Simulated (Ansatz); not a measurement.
# Nudged elastic band run: Sn$_{8}$O$_{15}$, charge +1

The input (input.yaml):

```yaml
crystal:
  lattice:
    - [-4.73735, -4.73735, 0.0]
    - [4.73735, -4.73735, 0.0]
    - [0.0, 0.0, 6.3728]
  atoms:
    - { symbol: Sn, position: [0.50105828, 0.49918509, -0.00155668] }
    - { symbol: Sn, position: [0.00090096, 0.49387911, 0.24959009] }
    - { symbol: O, position: [0.19355335, 0.48699828, -0.00399388] }
    - { symbol: O, position: [0.00040236, 0.1910735, 0.24941799] }
    - { symbol: O, position: [0.8086477, 0.48856772, -0.00437643] }
    - { symbol: O, position: [0.0022242, 0.79880217, 0.25006287] }
    - { symbol: Sn, position: [0.50115704, 0.49970382, 0.50008112] }
    - { symbol: Sn, position: [0.00129203, 0.50866211, 0.74956006] }
    - { symbol: O, position: [0.19365915, 0.48700354, 0.50320342] }
    - { symbol: O, position: [0.80861289, 0.48897055, 0.50324074] }
    - { symbol: O, position: [0.00214544, 0.81193729, 0.74957001] }
    - { symbol: Sn, position: [0.00134159, -0.0055773, 0.00521787] }
    - { symbol: Sn, position: [0.50124956, 0.00294772, 0.24929112] }
    - { symbol: O, position: [0.69822608, 0.00506313, -0.0028981] }
    - { symbol: O, position: [0.50035519, 0.69640644, 0.24915976] }
    - { symbol: O, position: [0.30435435, 0.00641312, -0.00293598] }
    - { symbol: O, position: [0.50252717, 0.30728381, 0.24948462] }
    - { symbol: Sn, position: [0.00113685, -0.00465565, 0.49451418] }
    - { symbol: Sn, position: [0.50105186, 0.00057746, 0.74925551] }
    - { symbol: O, position: [0.69787231, 0.00460518, 0.5016267] }
    - { symbol: O, position: [0.50012401, 0.69566051, 0.749402] }
    - { symbol: O, position: [0.3043296, 0.00652031, 0.50136484] }
    - { symbol: O, position: [0.50212403, 0.30539157, 0.74919339] }
magnetization:
  spin_polarized: true
total_charge: 1
basis:
  ecutwfc: 420.0
kpoints:
  mp_grid: { grid: [2, 2, 2] }
hamiltonian:
  xc: pbe
  dispersion: d3bj
  pseudopotentials: { kind: paw, azcp: { folder: soft_1 } }
scf:
  occupations: { method: gaussian, width: 0.05 }
  lower_state_search: "off"
neb:
  images: 5
  f_tol: 0.05
  initial_path: linear
  max_iterations: 60
  final_atoms:
    - { symbol: Sn, position: [0.5, 0.4992119, -0.00084836] }
    - { symbol: Sn, position: [0.0, 0.50503522, 0.25] }
    - { symbol: O, position: [0.19245309, 0.51078815, -0.00373798] }
    - { symbol: O, position: [0.0, 0.19994867, 0.25] }
    - { symbol: O, position: [0.80754691, 0.51078815, -0.00373798] }
    - { symbol: O, position: [0.0, 0.80781699, 0.25] }
    - { symbol: Sn, position: [0.5, 0.4992119, 0.50084836] }
    - { symbol: Sn, position: [0.0, 0.49067805, 0.75] }
    - { symbol: O, position: [0.19245309, 0.51078815, 0.50373798] }
    - { symbol: O, position: [0.80754691, 0.51078815, 0.50373798] }
    - { symbol: O, position: [0.0, 1.18695467, 0.75] }
    - { symbol: Sn, position: [0.0, 0.00396077, 0.00521872] }
    - { symbol: Sn, position: [0.5, -0.00445055, 0.25] }
    - { symbol: O, position: [0.69684859, -0.00724068, -0.00228474] }
    - { symbol: O, position: [0.5, 0.69124782, 0.25] }
    - { symbol: O, position: [0.30315141, -0.00724068, -0.00228474] }
    - { symbol: O, position: [0.5, 0.30223237, 0.25] }
    - { symbol: Sn, position: [0.0, 0.00396077, 0.49478128] }
    - { symbol: Sn, position: [0.5, -0.00199207, 0.75] }
    - { symbol: O, position: [0.69684859, -0.00724068, 0.50228474] }
    - { symbol: O, position: [0.5, 0.69330673, 0.75] }
    - { symbol: O, position: [0.30315141, -0.00724068, 0.50228474] }
    - { symbol: O, position: [0.5, 0.30306684, 0.75] }
  order_check: true
```

Launched with:

```bash
$ ansatz run input.yaml --threads 4 --pin off --max-ram 10240MiB --backend cpu --events-out ev --progress --plain --runs-dir out
```

Output, in part (warnings, iteration lines):

```
NEB end point (image 0): max|allowed force component| = 5.095e-2 eV/Å (the criterion of neb.relax_end_points is 1.000e-2)
NEB end point (image 6): max|allowed force component| = 2.426e-2 eV/Å (the criterion of neb.relax_end_points is 1.000e-2)
NEB iter   1: max|band force component| = 1.593e1 eV/Å  barrier→ = 5.5486 eV  barrier← = 5.5490 eV  Δτ_max = 0.1613 Å  (85 SCF iters)
NEB iter   2: max|band force component| = 5.308e-1 eV/Å  barrier→ = 3.0589 eV  barrier← = 3.0592 eV  Δτ_max = 0.0266 Å  (57 SCF iters)
NEB iter   3: max|band force component| = 1.934e-1 eV/Å  barrier→ = 3.0462 eV  barrier← = 3.0466 eV  CI = image 3  Δτ_max = 0.0245 Å  (39 SCF iters)
NEB iter   4: max|band force component| = 1.003e-1 eV/Å  barrier→ = 3.0425 eV  barrier← = 3.0428 eV  CI = image 3  Δτ_max = 0.1390 Å  (36 SCF iters)
NEB iter   5: max|band force component| = 4.660e-1 eV/Å  barrier→ = 2.9831 eV  barrier← = 2.9835 eV  CI = image 3  Δτ_max = 0.0761 Å  (49 SCF iters)
NEB iter   6: max|band force component| = 6.734e-1 eV/Å  barrier→ = 2.9269 eV  barrier← = 2.9273 eV  CI = image 3  Δτ_max = 0.0739 Å  (48 SCF iters)
NEB iter   7: max|band force component| = 8.108e-1 eV/Å  barrier→ = 2.8665 eV  barrier← = 2.8669 eV  CI = image 3  Δτ_max = 0.1422 Å  (49 SCF iters)
NEB iter   8: max|band force component| = 7.287e-1 eV/Å  barrier→ = 2.8036 eV  barrier← = 2.8040 eV  CI = image 3  Δτ_max = 0.1750 Å  (47 SCF iters)
[... lines left out ...]
```

The forces met the threshold. The band force fell under the threshold earlier too, but the program's further tests of the path sent the band on. The end points aren't both relaxed to the band's threshold, so energies measured from them aren't barriers between minima. Neighbouring images differ by up to 1.3 eV, so the band resolves the path poorly. By the program's own check the climbing image is a first-order saddle point (lowest curvatures found: -4.58 and 0.15 eV/Å²). Limits of this set-up: coarse k mesh, a small cell, in which the defect meets its images, a typed lattice constant that wasn't relaxed here, charged cell in a uniform background, uncorrected.

Final band:

```tsv
image	path coordinate (Å)	energy (eV)
0	0.00	0.00
1	0.70	0.21
2	1.40	1.38
3	2.09	2.45
4	2.77	1.61
5	3.45	0.32
6	4.13	0.00
```

Time of the run: 23 min on 4 threads of Arm Neoverse V1 (shared host), peak memory 3.4 GiB.
